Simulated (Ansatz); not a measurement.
**Zone-centre phonons of TaN at 50 GPa: input and output**

Theory: Ansatz 0.2.0, DFT PBEsol, scalar-relativistic, plane waves, PAW.

Launched with:
```bash
ansatz run input.yaml --threads 1 --pin off --max-ram 3072MiB --backend cpu --events-out ev --progress --plain --runs-dir out
```

Input (bare energies are in eV):
```yaml
crystal:
  lattice:
    - [0.0, 2.1093395964, 2.1093395964]
    - [2.1093395964, 0.0, 2.1093395964]
    - [2.1093395964, 2.1093395964, 0.0]
  atoms:
    - { symbol: Ta, position: [0.5, 0.5, 0.5] }
    - { symbol: "N", position: [0.0, 0.0, 0.0] }
basis:
  ecutwfc: 420
kpoints:
  mp_grid: { grid: [18, 18, 18] }
hamiltonian:
  xc: pbesol
scf:
  occupations: { method: fermi_dirac, width: 0.15 }
output:
  eigenvalues: true
phonons:
  method: dfpt
  eigenvectors: true
```

The end of the output:
```
--- Phonons (Γ-DFPT): 2 representative perturbations + reference, on 480 of 5832 k-points (Σ response iterations 6) ---
  k mesh reduced under 8 symmetry operations, with k and −k counted as one. Each operation leaves every solved perturbation unchanged. A smaller set is not used because it would not reduce the number of displacements ...
  ASR residual: 7.497e-4 → 0.000e0 eV/Å²; symmetrization residual: 1.561e-6 eV/Å²
  ASR residual per site (eV/Å²): 7.50e-4 7.74e-5
  Γ frequencies (cm⁻¹): 0.00 0.00 0.00 550.89 550.89 550.89
  non-analytic LO–TO correction: not included (Born effective charges unavailable; polar crystals: no LO–TO splitting at Γ)
```

It took 32 s on 1 thread of Arm Neoverse V2, on a shared host, peak memory 0.63 GiB.

In a metal, frequencies and elastic constants depend on the k mesh and the smearing, soft modes and shear constants most. Spin–orbit coupling is left out, which can shift energies with elements as heavy as these. Other phases may be more stable at this pressure.

This rock-salt form isn't the usual stable structure of the compound at low pressure.